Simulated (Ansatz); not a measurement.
I need a G0W0 quasiparticle calculation of GaN, space group Fm-3m. Use Ansatz 0.2.0, Python API. Use: PBEsol, PAW, the default cutoff (420 eV here), 4×4×4 k-points, fixed occupations.

```yaml
crystal:
  lattice:
    - [0.00000, 2.13524, 2.13524]
    - [2.13524, 0.00000, 2.13524]
    - [2.13524, 2.13524, 0.00000]
  atoms:
    - { symbol: Ga, position: [0.00000, 0.00000, 0.00000] }
    - { symbol: N, position: [0.50000, 0.50000, 0.50000] }
```

Script `gw_gan.py`:
```python
import ansatz as az


def main() -> None:
    crystal = (
        az.Lattice.from_parameters(3.019678, 3.019678, 3.019678, alpha=60.0, beta=60.0, gamma=60.0)
        .atom("Ga", (0.0, 0.0, 0.0))
        .atom("N", (0.5, 0.5, 0.5))
    )

    job = (
        crystal.calculation()
        .kpoints(4)
        .functional("pbesol")
        .occupations("fixed")
        .gw(empty_bands=80, screening_cutoff=100, quasiparticle_bands=("v3", "c1"))
    )
    events = []
    done = job.session().plan().execute(on_event=events.append, runs_dir="gw_run")
    gw = next(e["data"] for e in events if e["event"] == "gw_qp")
    top = gw["frontier_bands"]["highest_filled_band"]
    print(" k band    E_KS   Sigma_x  Sigma_c     Vxc      Z    E_QP (eV)")
    for qp in gw["qp"]:
        print(f"{qp['ik']:2d} {qp['band']:4d} {qp['eps_ks_ev']:7.3f} {qp['sigma_x_ev']:9.3f} {qp['sigma_c_at_ks_ev']:8.3f} {qp['vxc_ev']:8.3f} {qp['z']:6.3f} {qp['e_qp_ev']:8.3f}")
    for key, label in (("eps_ks_ev", "Kohn-Sham"), ("e_qp_ev", "G0W0")):
        filled = max(qp[key] for qp in gw["qp"] if qp["band"] <= top)
        empty = min(qp[key] for qp in gw["qp"] if qp["band"] > top)
        print(f"{label} gap on the mesh: {empty - filled:.3f} eV")
    print("static dielectric eigenvalues (RPA, this mesh):", [round(e, 3) for e in gw["screening"][0]["eps_tensor_eigenvalues"]])


if __name__ == "__main__":
    main()
```

```console
$ python gw_gan.py
DeckWarning: basis.ecutwfc = 420 eV, auto-derived from the records' recommended cutoffs: set by Ga (normal level)
 k band    E_KS   Sigma_x  Sigma_c     Vxc      Z    E_QP (eV)
 0    7  12.117   -21.458    3.255  -17.931  0.784   11.905
 0    8  12.117   -21.458    3.255  -17.931  0.784   11.905
 0    9  12.117   -21.458    3.255  -17.931  0.784   11.905
 0   10  14.436   -13.660   -4.090  -18.522  0.812   15.061
 1    7   7.808   -21.924    3.955  -17.305  0.733    7.309
 1    8  12.237   -22.348    3.252  -18.772  0.786   11.983
 1    9  12.237   -22.348    3.252  -18.772  0.786   11.983
 1   10  17.111   -12.053   -4.614  -17.466  0.820   17.759
 2    7   4.369   -22.946    4.731  -17.084  0.977    3.486
 2    8  12.425   -23.397    3.287  -19.734  0.788   12.130
 2    9  12.425   -23.397    3.287  -19.734  0.788   12.130
 2   10  16.998    -9.008   -4.821  -14.345  0.827   17.425
 3    7   8.790   -23.013    3.737  -18.669  0.768    8.337
 3    8  10.827   -21.231    3.446  -17.331  0.924   10.465
 3    9  10.827   -21.231    3.446  -17.331  0.924   10.465
 3   10  16.860   -12.374   -4.582  -17.824  0.816   17.566
 4    7   5.768   -21.742    4.443  -16.478  0.644    5.158
 4    8   9.228   -21.532    3.565  -17.292  0.771    8.713
 4    9  10.815   -21.714    3.430  -17.776  0.849   10.416
 4   10  16.228   -11.074   -4.674  -16.498  0.831   16.844
 5    7   6.485   -22.822    4.264  -17.698  0.713    5.861
 5    8   8.877   -21.015    3.727  -16.603  0.739    8.362
 5    9  12.226   -22.959    3.238  -19.332  0.789   11.920
 5   10  18.607    -9.230   -5.261  -15.213  0.829   19.205
 6    7   5.587   -19.662    4.613  -14.389  0.565    5.018
 6    8   9.613   -20.599    3.669  -16.408  0.741    9.186
 6    9   9.613   -20.599    3.669  -16.408  0.741    9.186
 6   10  12.835   -11.663   -4.179  -16.457  0.830   13.345
 7    7   7.327   -20.531    4.065  -15.696  0.746    6.704
 7    8   7.327   -20.531    4.065  -15.696  0.746    6.704
 7    9   7.932   -20.334    3.162  -16.552  0.737    7.464
 7   10  17.403   -13.450   -4.375  -18.822  0.810   18.204
Kohn-Sham gap on the mesh: 0.409 eV
G0W0 gap on the mesh: 1.215 eV
static dielectric eigenvalues (RPA, this mesh): [14.38, 14.38, 14.38]
```
(Warnings from the package without file and line.)

Caveats:
- Total energies depend on the potentials; only differences at equal settings carry meaning. A total without «per atom» is that of the cell as typed.
- Energy and stress may still move on a finer k-point mesh.
- This is a high-temperature or high-pressure form, not the ambient phase.
- This cell is a computed structure, which may not be the phase found in nature.
- Mesh, empty bands and screening cutoff are small, so the quasiparticle gap isn't converged, and it is read on the mesh points alone. Spin-orbit coupling is left out, which matters for heavy elements.
- Run time: 4.6 s on 1 thread of Intel(R) Xeon(R) Processor @ 2.30GHz, with other jobs on the host, peak memory 0.46 GiB.
